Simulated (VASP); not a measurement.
# CaH4 (Pm-3m) in VASP: notebook

One crystal, CaH4, is run at these levels: PBE; tasks: relaxation of cell and atoms.

All numbers are computed with VASP 6.6.1; they aren't measurements. Logs are shortened: lines on timing, memory, paths and dates and some standing lists are left out, and cuts for length are marked.

### Step 1. Starting point

It takes space group Pm-3m (No. 221, cubic). Conventional cell: a = 4.168 Å, b = 4.168 Å, c = 4.168 Å, α = 90.00°, β = 90.00°, γ = 90.00°. Ca (site symmetry m-3m) has 6 H at 2.08 Å as nearest neighbours. H (site symmetry 4/mmm) has 2 Ca at 2.08 Å as nearest neighbours. H (site symmetry m-3m) is surrounded by 12 H at 2.95 Å.

The cell was built by a generator and needn't be a form met in nature.

### Step 2. Relaxation of cell and atoms, PBE

File INCAR:

```
SYSTEM = CaH4
PREC = Accurate
ENCUT = 900
EDIFF = 1E-6
ISMEAR = -1
SIGMA = 0.05
LREAL = .False.
LASPH = .True.
NELM = 60
ALGO = Normal
ISIF = 3
LWAVE = .False.
LCHARG = .False.
GGA = PE
IBRION = 2
NSW = 40
EDIFFG = -0.02
```

File KPOINTS:

```
regular mesh
0
Gamma
  5 5 5
  0 0 0
```

File POSCAR:

```
CaH4
1.0
    4.1679800000      0.0000000000      0.0000000000
    0.0000000000      4.1679800000      0.0000000000
    0.0000000000      0.0000000000      4.1679800000
Ca H
1 4
Direct
    0.0000000000      0.0000000000      0.0000000000
    0.5000000000      0.0000000000      0.0000000000
    0.0000000000      0.5000000000      0.0000000000
    0.0000000000      0.0000000000      0.5000000000
    0.5000000000      0.5000000000      0.5000000000
```

Potentials or basis: VASP PAW PBE potentials, release 54 (Ca_sv, H).

On the command line:

```bash
> cat potpaw_PBE.54/Ca_sv/POTCAR potpaw_PBE.54/H/POTCAR > POTCAR
> mpirun -np 1 vasp_std > vasp.out
```

OUTCAR:

```text
SYSTEM = CaH4
   PREC = Accurate
   ENCUT = 900
   EDIFF = 1E-6
   ISMEAR = -1
   LREAL = .False.
   LASPH = .True.
   NELM = 60
   ISIF = 3
   GGA = PE
   IBRION = 2
   NSW = 40
   EDIFFG = -0.02

 ion  position               nearest neighbor table
   1  0.000  0.000  0.000-
   2  0.500  0.000  0.000-
   3  0.000  0.500  0.000-
   4  0.000  0.000  0.500-
   5  0.500  0.500  0.500-

  LATTYP: Found a simple cubic cell.
 ALAT       =     4.1679800000

  Lattice vectors:

 A1 = (   4.1679800000,   0.0000000000,   0.0000000000)
 A2 = (   0.0000000000,   4.1679800000,   0.0000000000)
 A3 = (   0.0000000000,   0.0000000000,   4.1679800000)

Analysis of symmetry for initial positions (statically):
=====================================================================
 Subroutine PRICEL returns:
 Original cell was already a primitive cell.

 Routine SETGRP: Setting up the symmetry group for a
 simple cubic supercell.

 Subroutine GETGRP returns: Found 48 space group operations
 (whereof 48 operations were pure point group operations)
 out of a pool of 48 trial point group operations.

The static configuration has the point symmetry O_h .

Analysis of symmetry for dynamics (positions and initial velocities):
=====================================================================
 Subroutine PRICEL returns:
 Original cell was already a primitive cell.

 Routine SETGRP: Setting up the symmetry group for a
 simple cubic supercell.

 Subroutine GETGRP returns: Found 48 space group operations
 (whereof 48 operations were pure point group operations)
 out of a pool of 48 trial point group operations.

The dynamic configuration has the point symmetry O_h .

 Subroutine INISYM returns: Found 48 space group operations
 (whereof 48 operations are pure point group operations),
 and found     1 'primitive' translations

----------------------------------------------------------------------------------------

                                     Primitive cell

  volume of cell :      72.4064

  direct lattice vectors                    reciprocal lattice vectors
     4.167980000  0.000000000  0.000000000     0.239924376  0.000000000  0.000000000
     0.000000000  4.167980000  0.000000000     0.000000000  0.239924376  0.000000000
     0.000000000  0.000000000  4.167980000     0.000000000  0.000000000  0.239924376

  length of vectors
     4.167980000  4.167980000  4.167980000     0.239924376  0.239924376  0.239924376

  position of ions in fractional coordinates (direct lattice)
     0.000000000  0.000000000  0.000000000
     0.500000000  0.000000000  0.000000000
     0.000000000  0.500000000  0.000000000
     0.000000000  0.000000000  0.500000000
     0.500000000  0.500000000  0.500000000

  ion indices of the primitive-cell ions
   primitive index   ion index
                 1           1
                 2           2
                 3           3
                 4           4
                 5           5

----------------------------------------------------------------------------------------

 KPOINTS: regular mesh

Automatic generation of k-mesh.
 Grid dimensions read from file:
 generate k-points for:    5    5    5

 Generating k-lattice:

  Cartesian coordinates                     Fractional coordinates (reciprocal lattice)
     0.047984875  0.000000000  0.000000000     0.200000000  0.000000000  0.000000000
[... 58 lines left out ...]
   EFERMI =   0.00;   METHOD = LEGACY
   ISMEAR =    -1;   SIGMA  =   0.05  broadening in eV -4-tet -1-fermi 0-gaus
   EFERMI_NEDOS =   21; number of points for ismear=-14 and -15
   IALGO  =     38    algorithm
   IMIX   =      4    mixing-type and parameters
     AMIX     =   0.40;   BMIX     =  1.00
     AMIX_MAG =   1.60;   BMIX_MAG =  1.00
  volume/ion in A,a.u.               =      14.48        97.72
  Fermi-wavevector in a.u.,A,eV,Ry     =   0.946655  1.788919 12.192947  0.896156
  Thomas-Fermi vector in A             =   2.074674
   LORBIT       =      0    0 simple, 1 ext, 2 COOP (PROOUT), +10 PAW based schemes
   GGA     = PE    functional components
   LHFCALC =     F    Hartree Fock is set to
   AEXX    =    0.0000 exact exchange contribution
   IVDW    =     0    specifies the selected vdW correction
   LEPSILON=     F    determine dielectric tensor
   LRPA    =     F    only Hartree local field effects (RPA)
 conjugate gradient relaxation of ions
 non-spin polarized calculation
  energy-cutoff  :      900.00
  volume of cell :       72.41
 maximum number of plane-waves:      4458
 NGX is ok and might be reduce to    42
   NGX = 21   NGY = 21   NGZ = 21

--------------------------------------- Ionic step        1  -------------------------------------------

 number of electron      14.0000000 magnetization

 Free energy of the ion-electron system (eV)
  ---------------------------------------------------
  ext. energy  EPLUGINS =         0.00000000
  ---------------------------------------------------
  free energy    TOTEN  =       -11.31928567 eV

  energy without entropy =      -11.29878949  energy(sigma->0) =      -11.30903758

------------------------ aborting loop because EDIFF is reached ----------------------------------------

  FORCE on cell =-STRESS in cart. coord.  units (eV):
  Direction    XX          YY          ZZ          XY          YZ          ZX
  --------------------------------------------------------------------------------------
  -------------------------------------------------------------------------------------
  Total        0.1030316      0.1030316      0.1030316     -0.0000000      0.0000000      0.0000000
  in kB        2.2798389      2.2798389      2.2798389     -0.0000000      0.0000000      0.0000000
  external PRESSURE =       2.2798389 kB  Pullay stress =       0.0000000 kB

 VOLUME and BASIS-vectors are now :
 -----------------------------------------------------------------------------
  energy-cutoff  :      900.00
  volume of cell :       72.41
      direct lattice vectors                 reciprocal lattice vectors
     4.167980000  0.000000000  0.000000000     0.239924376  0.000000000  0.000000000
     0.000000000  4.167980000  0.000000000     0.000000000  0.239924376  0.000000000
     0.000000000  0.000000000  4.167980000     0.000000000  0.000000000  0.239924376

 POSITION                                       TOTAL-FORCE (eV/Angst)
 -----------------------------------------------------------------------------------
      0.00000      0.00000      0.00000         0.000000      0.000000      0.000000
      2.08399      0.00000      0.00000         0.000000      0.000000      0.000000
      0.00000      2.08399      0.00000         0.000000      0.000000      0.000000
      0.00000      0.00000      2.08399         0.000000      0.000000      0.000000
      2.08399      2.08399      2.08399         0.000000      0.000000      0.000000
 -----------------------------------------------------------------------------------
    total drift:                               -0.000000      0.000000     -0.000000

  FREE ENERGIE OF THE ION-ELECTRON SYSTEM (eV)
  ---------------------------------------------------
  free  energy   TOTEN  =       -11.3192856746 eV

  energy  without entropy=      -11.2987894872  energy(sigma->0) =      -11.30903758

--------------------------------------- Ionic step        2  -------------------------------------------

 number of electron      14.0000000 magnetization

 Free energy of the ion-electron system (eV)
  ---------------------------------------------------
  ext. energy  EPLUGINS =         0.00000000
  ---------------------------------------------------
  free energy    TOTEN  =       -11.31954074 eV

  energy without entropy =      -11.29900255  energy(sigma->0) =      -11.30927164

 E-fermi :  -2.5479     XC(G=0):  -7.2410

 val. band max:       -2.5521840761   @ k =   0.4000   0.4000   0.4000
 cond. band min:      -2.4052460121   @ k =   0.4000   0.4000   0.2000
 fundamental gap:      0.1469380640
 Fermi energy:        -2.5479218921

 k-point     1 :       0.0000    0.0000    0.0000
  band No.  band energies     occupation
      1     -40.6769      2.00000
      2     -21.7107      2.00000
      3     -21.7107      2.00000
      4     -21.7107      2.00000
      5      -6.2336      2.00000
      6      -3.2788      2.00000
      7      -3.2788      2.00000
      8      -1.5866      0.00000
      9       4.6059      0.00000
     10       4.6059      0.00000
     11       4.6059      0.00000
[... 113 lines left out ...]
 k-point    10 :       0.4000    0.4000    0.4000
  band No.  band energies     occupation
      1     -40.6677      2.00000
      2     -21.7802      2.00000
      3     -21.7798      2.00000
      4     -21.7798      2.00000
      5      -3.1613      1.99999
      6      -2.6116      1.56256
      7      -2.5522      1.04260
      8      -2.5522      1.04260
      9       1.9130      0.00000
     10       1.9130      0.00000
     11       2.2702      0.00000

------------------------ aborting loop because EDIFF is reached ----------------------------------------

  FORCE on cell =-STRESS in cart. coord.  units (eV):
  Direction    XX          YY          ZZ          XY          YZ          ZX
  --------------------------------------------------------------------------------------
  -------------------------------------------------------------------------------------
  Total        0.0801630      0.0801630      0.0801630      0.0000000      0.0000000      0.0000000
  in kB        1.7685319      1.7685319      1.7685319      0.0000000      0.0000000      0.0000000
  external PRESSURE =       1.7685319 kB  Pullay stress =       0.0000000 kB

 VOLUME and BASIS-vectors are now :
 -----------------------------------------------------------------------------
  energy-cutoff  :      900.00
  volume of cell :       72.62
      direct lattice vectors                 reciprocal lattice vectors
     4.172123404 -0.000000000  0.000000000     0.239686103  0.000000000  0.000000000
    -0.000000000  4.172123404 -0.000000000     0.000000000  0.239686103  0.000000000
    -0.000000000  0.000000000  4.172123404    -0.000000000  0.000000000  0.239686103

 POSITION                                       TOTAL-FORCE (eV/Angst)
 -----------------------------------------------------------------------------------
      0.00000      0.00000      0.00000         0.000000      0.000000      0.000000
      2.08606     -0.00000      0.00000         0.000000      0.000000      0.000000
     -0.00000      2.08606     -0.00000         0.000000      0.000000      0.000000
     -0.00000      0.00000      2.08606        -0.000000      0.000000      0.000000
      2.08606      2.08606      2.08606        -0.000000      0.000000      0.000000
 -----------------------------------------------------------------------------------
    total drift:                               -0.000000      0.000000     -0.000000

  FREE ENERGIE OF THE ION-ELECTRON SYSTEM (eV)
  ---------------------------------------------------
  free  energy   TOTEN  =       -11.3195407366 eV

  energy  without entropy=      -11.2990025461  energy(sigma->0) =      -11.30927164

 reached required accuracy - stopping structural energy minimisation
```

Run time: 48 s. Hardware: 1 thread of Intel Xeon Platinum 8259CL at 2.50GHz (Skylake/Cascade Lake), shared host; peak memory 0.26 GiB.

What came out:

```yaml
Free_energy: -11.3195 eV
Relaxed_volume: 14.52 Å³/atom
Relaxed_cell: a = 4.172 Å, b = 4.172 Å, c = 4.172 Å, α = 90.00°, β = 90.00°, γ = 90.00°
Space_group_after_relaxing_to_0.05_Å: Pm-3m (No. 221)
Energy_gained_by_relaxing: 0.1 meV/atom
Ionic_steps: 2
Pressure_after_relaxing: 0.2 GPa
Band_gap_on_the_k_mesh: none (metal or under the smearing width)
```

Step by step:
| step | energy change (eV) | largest force (eV/Å) | pressure (GPa) | volume (Å³) |
| --- | --- | --- | --- | --- |
| 1 | 0.0000 | 0.0000 | 0.23 | 72.41 |
| 2 | -0.0003 | 0.0000 | 0.18 | 72.62 |

Final structure:
```cif
data_structure
_symmetry_space_group_name_H-M 'P 1'
_symmetry_Int_Tables_number 1
_cell_length_a 4.1721
_cell_length_b 4.1721
_cell_length_c 4.1721
_cell_angle_alpha 90.000
_cell_angle_beta 90.000
_cell_angle_gamma 90.000
_cell_volume 72.62
loop_
_atom_site_label
_atom_site_type_symbol
_atom_site_fract_x
_atom_site_fract_y
_atom_site_fract_z
_atom_site_occupancy
Ca1 Ca 0.00000 0.00000 0.00000 1
H1 H 0.50000 0.00000 0.00000 1
H2 H 0.00000 0.50000 0.00000 1
H3 H 0.00000 0.00000 0.50000 1
H4 H 0.50000 0.50000 0.50000 1
```

Levels at points of the mesh, in eV from the Fermi level:
```
           k point  band 5  band 6  band 7  band 8  band 9  band 10
(0.00, 0.00, 0.00)   -3.69   -0.73   -0.73    0.96    7.15     7.15
```

### Step 3. Relaxation of cell and atoms, PBE

INCAR is that of step 2.

KPOINTS is that of step 2.

POSCAR is that of step 2.

Potentials or basis: VASP PAW PBE potentials, release 54 (Ca_pv, H).

On the command line:

```bash
> cat potpaw_PBE.54/Ca_pv/POTCAR potpaw_PBE.54/H/POTCAR > POTCAR
> mpirun -np 1 vasp_std > vasp.out
```

OUTCAR:

```text
SYSTEM = CaH4
   PREC = Accurate
   ENCUT = 900
   EDIFF = 1E-6
   ISMEAR = -1
   LREAL = .False.
   LASPH = .True.
   NELM = 60
   ISIF = 3
   GGA = PE
   IBRION = 2
   NSW = 40
   EDIFFG = -0.02

 ion  position               nearest neighbor table
   1  0.000  0.000  0.000-   2 2.08   3 2.08   4 2.08   4 2.08   3 2.08   2 2.08
   2  0.500  0.000  0.000-   1 2.08   1 2.08
   3  0.000  0.500  0.000-   1 2.08   1 2.08
   4  0.000  0.000  0.500-   1 2.08   1 2.08
[... 320 lines left out ...]
  -------------------------------------------------------------------------------------
  Total        0.0837171      0.0837171      0.0837171      0.0000000      0.0000000     -0.0000000
  in kB        1.8524548      1.8524548      1.8524548      0.0000000      0.0000000     -0.0000000
  external PRESSURE =       1.8524548 kB  Pullay stress =       0.0000000 kB

 VOLUME and BASIS-vectors are now :
 -----------------------------------------------------------------------------
  energy-cutoff  :      900.00
  volume of cell :       72.41
      direct lattice vectors                 reciprocal lattice vectors
     4.167980000  0.000000000  0.000000000     0.239924376  0.000000000  0.000000000
     0.000000000  4.167980000  0.000000000     0.000000000  0.239924376  0.000000000
     0.000000000  0.000000000  4.167980000     0.000000000  0.000000000  0.239924376

 POSITION                                       TOTAL-FORCE (eV/Angst)
 -----------------------------------------------------------------------------------
      0.00000      0.00000      0.00000         0.000000      0.000000      0.000000
      2.08399      0.00000      0.00000         0.000000      0.000000      0.000000
      0.00000      2.08399      0.00000         0.000000      0.000000      0.000000
      0.00000      0.00000      2.08399         0.000000      0.000000      0.000000
      2.08399      2.08399      2.08399         0.000000      0.000000      0.000000
 -----------------------------------------------------------------------------------
    total drift:                               -0.000000      0.000000     -0.000000

  FREE ENERGIE OF THE ION-ELECTRON SYSTEM (eV)
  ---------------------------------------------------
  free  energy   TOTEN  =       -11.3228197901 eV

  energy  without entropy=      -11.3024537884  energy(sigma->0) =      -11.31263679

 reached required accuracy - stopping structural energy minimisation
```

It took 36 s on 1 thread of Intel Xeon Platinum 8259CL at 2.50GHz (Skylake/Cascade Lake), shared host; peak memory 0.25 GiB.

What came out:

```
Free energy             : -11.3228 eV
Pressure after relaxing : 0.2 GPa
Band gap on the k mesh  : none (metal or under the smearing width)
```

Final structure:
```xyz
5
Lattice="4.1680 0.0000 0.0000 0.0000 4.1680 0.0000 0.0000 0.0000 4.1680" Properties=species:S:1:pos:R:3 pbc="T T T"
Ca    0.0000    0.0000    0.0000
H     2.0840    0.0000    0.0000
H     0.0000    2.0840    0.0000
H     0.0000    0.0000    2.0840
H     2.0840    2.0840    2.0840
```

Caveat: the relaxation stopped at its first step, so nothing moved.

### Step 4. Relaxation of cell and atoms, PBE

File INCAR:

```
PREC = Normal ; ENCUT = 900
EDIFF = 1E-6 ; ISMEAR = -1
SIGMA = 0.05 ; LREAL = False
LASPH = True ; NELM = 60
ALGO = Fast ; ISIF = 3
LWAVE = False ; LCHARG = False
GGA = PE ; IBRION = 2
NSW = 40 ; EDIFFG = -0.02
```

File KPOINTS:

```
regular mesh
0
Gamma
  5 5 5
```

POSCAR is that of step 3.

Potentials or basis: VASP PAW PBE potentials, release 64 (Ca_sv, H).

On the command line:

```bash
> cat potpaw_PBE.64/Ca_sv/POTCAR potpaw_PBE.64/H/POTCAR > POTCAR
> mpirun -np 1 vasp_std > vasp.out
```

Run time: 22 s. Hardware: 1 thread of Intel Xeon Platinum 8259CL at 2.50GHz (Skylake/Cascade Lake), shared host; peak memory 0.18 GiB.

The run converged. Its results:

```yaml
Free_energy: -11.3193 eV
Pressure_after_relaxing: 0.2 GPa
Band_gap_on_the_k_mesh: none (metal or under the smearing width)
```

Final structure:
```xyz
5
Lattice="4.1680 0.0000 0.0000 0.0000 4.1680 0.0000 0.0000 0.0000 4.1680" Properties=species:S:1:pos:R:3 pbc="T T T"
Ca    0.0000    0.0000    0.0000
H     2.0840    0.0000    0.0000
H     0.0000    2.0840    0.0000
H     0.0000    0.0000    2.0840
H     2.0840    2.0840    2.0840
```

Levels at points of the mesh, in eV from the Fermi level:
| k point | band 4 | band 5 | band 6 | band 7 | band 8 | band 9 | band 10 | band 11 |
| --- | --- | --- | --- | --- | --- | --- | --- | --- |
| (0.00, 0.00, 0.00) | -19.16 | -3.70 | -0.74 | -0.74 | 0.97 | 7.16 | 7.16 | 7.16 |

Caveat: the relaxation stopped at its first step, so nothing moved.

### Step 5. For comparison

An earlier run on the cell as given: functional PBE; potentials or basis VASP PAW PBE potentials, release 64 (Ca_sv, H); cutoff 520 eV; k mesh 7 × 7 × 7; occupations fermi-dirac, width 0.05 eV; no spin polarisation.

* Pressure: 0.0 GPa
* Band gap on the k mesh: none (metal or under the smearing width)

### Step 6. Summary

| task | potentials or basis | cell | k mesh | cutoff (eV) | other keys | gap on the mesh (eV) | pressure (GPa) |
| --- | --- | --- | --- | --- | --- | --- | --- |
| relaxation of cell and atoms | VASP PAW PBE potentials, release 54 (Ca_sv, H) | relaxed | 5 × 5 × 5 | 900 | - | none | 0.2 |
| relaxation of cell and atoms | VASP PAW PBE potentials, release 54 (Ca_pv, H) | relaxed | 5 × 5 × 5 | 900 | - | none | 0.2 |
| relaxation of cell and atoms | VASP PAW PBE potentials, release 64 (Ca_sv, H) | relaxed | 5 × 5 × 5 | 900 | PREC = Normal; ALGO = Fast | none | 0.2 |
| single point | VASP PAW PBE potentials, release 64 (Ca_sv, H) | as given | 7 × 7 × 7 | 520 | - | none | 0.0 |

Alike in all rows: level PBE; no spin polarisation; smearing fermi-dirac 0.05 eV.

Caveats: the relaxation stopped at its first step, so nothing moved (some runs).

Absolute energies hang on the potentials; compare differences alone.
